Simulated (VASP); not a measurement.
# Ru (P6_3/mmc) in VASP: relaxation of cell and atoms with PBE+D3(BJ)

Aim: the relaxation of cell and atoms of Ru with PBE+D3(BJ).

Program: VASP 6.6.1. These are calculated values, not measurements. Logs are shortened: lines on timing, memory, paths and dates and some standing lists are left out, and cuts for length are marked.

## (1) The structure

Symmetry: P6_3/mmc, No. 194, hexagonal system. Conventional cell: a = 2.695 Å, b = 2.695 Å, c = 4.271 Å, α = 90.00°, β = 90.00°, γ = 120.00°. Around Ru (site symmetry -6m2) lie 12 Ru at 2.64 to 2.70 Å.

## (2) Relaxation of cell and atoms, PBE+D3(BJ)

File INCAR:

```
ALGO     = Normal         # electronic algorithm
EDIFF    = 1E-7           # SCF threshold, eV
EDIFFG   = -0.005         # ionic threshold
ENCUT    = 600            # plane-wave cutoff, eV
GGA      = PE             # functional
IBRION   = 2              # ionic algorithm
ISIF     = 3              # what is computed and relaxed
ISMEAR   = 1              # smearing method
IVDW     = 12             # dispersion correction
LASPH    = True           # aspherical terms in the spheres
LCHARG   = False          # write CHGCAR
LREAL    = False          # projectors in reciprocal space
LWAVE    = False          # write WAVECAR
NELM     = 80             # most SCF steps
NSW      = 90             # ionic steps
PREC     = Accurate       # precision mode
SIGMA    = 0.1            # smearing width, eV
```

File KPOINTS:

```
k-points
0
Gamma
  15 15 9
```

File POSCAR:

```
Ru                                      
1.0
    2.6952783023      0.0000000000      0.0000000000
   -1.3476391512      2.3341794801      0.0000000000
    0.0000000000      0.0000000000      4.2705639386
  Ru            
     2
Direct
     0.3333333332999970    0.6666666667000030    0.2500000000000000
     0.6666666667000030    0.3333333332999970    0.7500000000000000
```

Potentials or basis: VASP PAW PBE potentials, release 64 (Ru_pv).

Launch:

```console
$ cat potpaw_PBE.64/Ru_pv/POTCAR > POTCAR
$ mpirun -np 1 vasp_std > vasp.out
```

OUTCAR:

```text
EDIFF = 1E-7
   EDIFFG = -0.005
   ENCUT = 600
   GGA = PE
   IBRION = 2
   ISIF = 3
   ISMEAR = 1
   IVDW = 12
   LASPH = True
   LREAL = False
   NELM = 80
   NSW = 90
   PREC = Accurate
 IVDW          = 12

 ion  position               nearest neighbor table
   1  0.333  0.667  0.250-   2 2.64   2 2.64   2 2.64   2 2.64   2 2.64   2 2.64
   2  0.667  0.333  0.750-   1 2.64   1 2.64   1 2.64   1 2.64   1 2.64   1 2.64

  LATTYP: Found a hexagonal cell.
 ALAT       =     2.6952783023
 C/A-ratio  =     1.5844612168

  Lattice vectors:

 A1 = (   2.6952783023,   0.0000000000,   0.0000000000)
 A2 = (  -1.3476391512,   2.3341794801,   0.0000000000)
 A3 = (   0.0000000000,   0.0000000000,   4.2705639386)

Analysis of symmetry for initial positions (statically):
=====================================================================
 Subroutine PRICEL returns:
 Original cell was already a primitive cell.

 Routine SETGRP: Setting up the symmetry group for a
 hexagonal supercell.

 Subroutine GETGRP returns: Found 24 space group operations
 (whereof 12 operations were pure point group operations)
 out of a pool of 24 trial point group operations.

The static configuration has the point symmetry D_3d.
 The point group associated with its full space group is D_6h.

Analysis of symmetry for dynamics (positions and initial velocities):
=====================================================================
 Subroutine PRICEL returns:
 Original cell was already a primitive cell.

 Routine SETGRP: Setting up the symmetry group for a
 hexagonal supercell.

 Subroutine GETGRP returns: Found 24 space group operations
 (whereof 12 operations were pure point group operations)
 out of a pool of 24 trial point group operations.

The dynamic configuration has the point symmetry D_3d.
 The point group associated with its full space group is D_6h.

 Subroutine INISYM returns: Found 24 space group operations
 (whereof 12 operations are pure point group operations),
 and found     1 'primitive' translations

----------------------------------------------------------------------------------------

                                     Primitive cell

  volume of cell :      26.8672

  direct lattice vectors                    reciprocal lattice vectors
     2.695278302  0.000000000  0.000000000     0.371019200  0.214208035  0.000000000
    -1.347639151  2.334179480  0.000000000     0.000000000  0.428416070  0.000000000
     0.000000000  0.000000000  4.270563939     0.000000000  0.000000000  0.234161112

  length of vectors
     2.695278302  2.695278302  4.270563939     0.428416070  0.428416070  0.234161112

  position of ions in fractional coordinates (direct lattice)
     0.333333333  0.666666667  0.250000000
     0.666666667  0.333333333  0.750000000

  ion indices of the primitive-cell ions
   primitive index   ion index
                 1           1
                 2           2

----------------------------------------------------------------------------------------

 KPOINTS: k-points

Automatic generation of k-mesh.
 Grid dimensions read from file:
 generate k-points for:   15   15    9

 Generating k-lattice:

  Cartesian coordinates                     Fractional coordinates (reciprocal lattice)
     0.024734613  0.014280536  0.000000000     0.066666667 -0.000000000  0.000000000
     0.000000000  0.028561071  0.000000000     0.000000000  0.066666667  0.000000000
     0.000000000  0.000000000  0.026017901     0.000000000  0.000000000  0.111111111

  Length of vectors
     0.028561071  0.028561071  0.026017901

  Shift w.r.t. Gamma in fractional coordinates (k-lattice)
     0.000000000  0.000000000  0.000000000

 Subroutine IBZKPT returns following result:
 ===========================================

 Found    135 irreducible k-points:

 Following reciprocal coordinates:
            Coordinates               Weight
  0.000000  0.000000  0.000000      1.000000
  0.066667  0.000000  0.000000      6.000000
  0.133333  0.000000  0.000000      6.000000
  0.200000  0.000000  0.000000      6.000000
  0.266667  0.000000  0.000000      6.000000
  0.333333  0.000000  0.000000      6.000000
[... 16 lines left out ...]
  0.333333  0.200000  0.000000     12.000000
  0.400000  0.200000  0.000000      6.000000
 [... further k-points ...]
   k-points           NKPTS =    135   k-points in BZ     NKDIM =    135   number of bands    NBANDS=     18
   number of dos      NEDOS =    301   number of ions     NIONS =      2
   total plane-waves  NPLWV =  20736
   dimension x,y,z NGX =    24 NGY =   24 NGZ =   36
   dimension x,y,z NGXF=    48 NGYF=   48 NGZF=   72
   ions per type =               2
   NGX,Y,Z   is equivalent  to a cutoff of  14.80, 14.80, 14.01 a.u.
   NGXF,Y,Z  is equivalent  to a cutoff of  29.61, 29.61, 28.03 a.u.
 SYSTEM =  unknown system
   PREC   = accura    normal or accurate (medium, high low for compatibility)
   ISTART =      0    job   : 0-new  1-cont  2-samecut
   ICHARG =      2    charge: 1-file 2-atom 10-const
   ISPIN  =      1    spin polarized calculation?
   LNONCOLLINEAR =      F non collinear calculations
   LSORBIT =      F    spin-orbit coupling
   LASPH  =      T    aspherical Exc in radial PAW
   ENCUT  =  600.0 eV  44.10 Ry    6.64 a.u.   5.38  5.38  8.53*2*pi/ulx,y,z
   NELM   =     80;   NELMIN=  2; NELMDL= -5     # of ELM steps
   EDIFF  = 0.1E-06   stopping-criterion for ELM
   LREAL  =      F    real-space projection
   EDIFFG = -.5E-02   stopping-criterion for IOM
   NSW    =     90    number of steps for IOM
   IBRION =      2    ionic relax: 0-MD 1-quasi-New 2-CG
   NFREE  =      1    steps in history (QN), initial steepest desc. (CG)
   ISIF   =      3    stress and relaxation
   ISYM   =      2    0-nonsym 1-usesym 2-fastsym
   POTIM  = 0.5000    time-step for ionic-motion
   TEBEG  =    0.0;   TEEND  =   0.0 temperature during run
   PSTRESS=    0.0 pullay stress
   NELECT =      28.0000    total number of electrons
   NUPDOWN=      -1.0000    fix difference up-down
   EMIN   =  10.00;   EMAX   =-10.00  energy-range for DOS
   EFERMI =   0.00;   METHOD = LEGACY
   ISMEAR =     1;   SIGMA  =   0.10  broadening in eV -4-tet -1-fermi 0-gaus
   EFERMI_NEDOS =   21; number of points for ismear=-14 and -15
   IALGO  =     38    algorithm
   IMIX   =      4    mixing-type and parameters
     AMIX     =   0.40;   BMIX     =  1.00
     AMIX_MAG =   1.60;   BMIX_MAG =  1.00
  volume/ion in A,a.u.               =      13.43        90.65
  Fermi-wavevector in a.u.,A,eV,Ry     =   1.659790  3.136548 37.482729  2.754903
  Thomas-Fermi vector in A             =   2.747138
   LORBIT       =      0    0 simple, 1 ext, 2 COOP (PROOUT), +10 PAW based schemes
   GGA     = PE    functional components
   LHFCALC =     F    Hartree Fock is set to
   AEXX    =    0.0000 exact exchange contribution
   IVDW    =    12    specifies the selected vdW correction
   LEPSILON=     F    determine dielectric tensor
   LRPA    =     F    only Hartree local field effects (RPA)
 conjugate gradient relaxation of ions
 non-spin polarized calculation
 Methfessel and Paxton  Order N= 1 SIGMA  =   0.10
  energy-cutoff  :      600.00
  volume of cell :       26.87
 maximum number of plane-waves:       929
 NGX is ok and might be reduce to    24
   NGX = 11   NGY = 11   NGZ = 17

--------------------------------------- Ionic step        1  -------------------------------------------

 number of electron      27.9999999 magnetization

 Free energy of the ion-electron system (eV)
  ---------------------------------------------------
  ext. energy  EPLUGINS =         0.00000000
  ---------------------------------------------------
  free energy    TOTEN  =       -18.45664286 eV

  energy without entropy =      -18.45530483  energy(sigma->0) =      -18.45619685

------------------------ aborting loop because EDIFF is reached ----------------------------------------

 Edisp (eV)   -1.26204

 E8    (eV) :    -0.5759

  FORCE on cell =-STRESS in cart. coord.  units (eV):
  Direction    XX          YY          ZZ          XY          YZ          ZX
  --------------------------------------------------------------------------------------
  -------------------------------------------------------------------------------------
  Total       0.01576     0.01576    -0.01404    -0.00000     0.00000     0.00000
  in kB       0.94001     0.94001    -0.83716    -0.00000     0.00000     0.00000
  external pressure =        0.35 kB  Pullay stress =        0.00 kB
[... 61 lines left out ...]
  energy  without entropy=      -19.7172911022  energy(sigma->0) =      -19.71821874

--------------------------------------- Ionic step        3  -------------------------------------------

 number of electron      27.9999999 magnetization

 Free energy of the ion-electron system (eV)
  ---------------------------------------------------
  ext. energy  EPLUGINS =         0.00000000
  ---------------------------------------------------
  free energy    TOTEN  =       -18.45689494 eV

  energy without entropy =      -18.45553256  energy(sigma->0) =      -18.45644081

 E-fermi :  13.0085     XC(G=0): -14.1851

 val. band max:       13.0072513781   @ k =   0.2667   0.0000   0.3333
 cond. band min:      13.0364468221   @ k =   0.4667   0.0667   0.3333
 fundamental gap:      0.0291954441
 Fermi energy:        13.0085486634

 k-point     1 :       0.0000    0.0000    0.0000
  band No.  band energies     occupation
      1     -30.6564      2.00000
      2     -29.6970      2.00000
      3     -29.6970      2.00000
      4     -29.5223      2.00000
      5     -29.5223      2.00000
      6     -29.4759      2.00000
[... 10 lines left out ...]
     17      14.2307     -0.00000
     18      14.3274     -0.00000
[... 466 lines left out ...]
      2     -30.2005      2.00000
      3     -30.0783      2.00000
      4     -30.0736      2.00000
      5     -29.8405      2.00000
      6     -29.8215      2.00000
[... 10 lines left out ...]
     17      18.4493      0.00000
     18      19.9296      0.00000

 [... further k-points ...]

------------------------ aborting loop because EDIFF is reached ----------------------------------------

 Edisp (eV)   -1.26179

 E8    (eV) :    -0.5757

  FORCE on cell =-STRESS in cart. coord.  units (eV):
  Direction    XX          YY          ZZ          XY          YZ          ZX
  --------------------------------------------------------------------------------------
  -------------------------------------------------------------------------------------
  Total      -0.00334    -0.00334    -0.00899     0.00000     0.00000     0.00000
  in kB      -0.19891    -0.19891    -0.53625     0.00000     0.00000     0.00000
  external pressure =       -0.31 kB  Pullay stress =        0.00 kB
[... 17 lines left out ...]
  FREE ENERGIE OF THE ION-ELECTRON SYSTEM (eV)
  ---------------------------------------------------
  free  energy   TOTEN  =       -19.7186876614 eV

  energy  without entropy=      -19.7173252806  energy(sigma->0) =      -19.71823353

 reached required accuracy - stopping structural energy minimisation
```

Run time: 44 s. Hardware: 1 thread of Intel Xeon 6975P-C (Granite Rapids), shared host; peak memory 0.21 GiB.

Results:

| Quantity | Value |
| --- | --- |
| Free energy | -19.7187 eV |
| Relaxed volume | 13.44 Å³/atom |
| Relaxed cell | a = 2.696 Å, b = 2.696 Å, c = 4.270 Å, α = 90.00°, β = 90.00°, γ = 120.00° |
| Space group after relaxing (to 0.05 Å) | P6_3/mmc (No. 194) |
| Energy gained by relaxing | 0.0 meV/atom |
| Ionic steps | 3 |
| Pressure after relaxing | 0.0 GPa |
| Band gap on the k mesh | none (metal or under the smearing width) |
| Dispersion energy per atom | -0.631 eV |

Final structure:
```cif
data_structure
_symmetry_space_group_name_H-M 'P 1'
_symmetry_Int_Tables_number 1
_cell_length_a 2.6957
_cell_length_b 2.6957
_cell_length_c 4.2699
_cell_angle_alpha 90.000
_cell_angle_beta 90.000
_cell_angle_gamma 120.000
_cell_volume 26.87
loop_
_atom_site_label
_atom_site_type_symbol
_atom_site_fract_x
_atom_site_fract_y
_atom_site_fract_z
_atom_site_occupancy
Ru1 Ru 0.33333 0.66667 0.25000 1
Ru2 Ru 0.66667 0.33333 0.75000 1
```

Caveat: pairwise dispersion overbinds metals, which lowers pressure and volume.
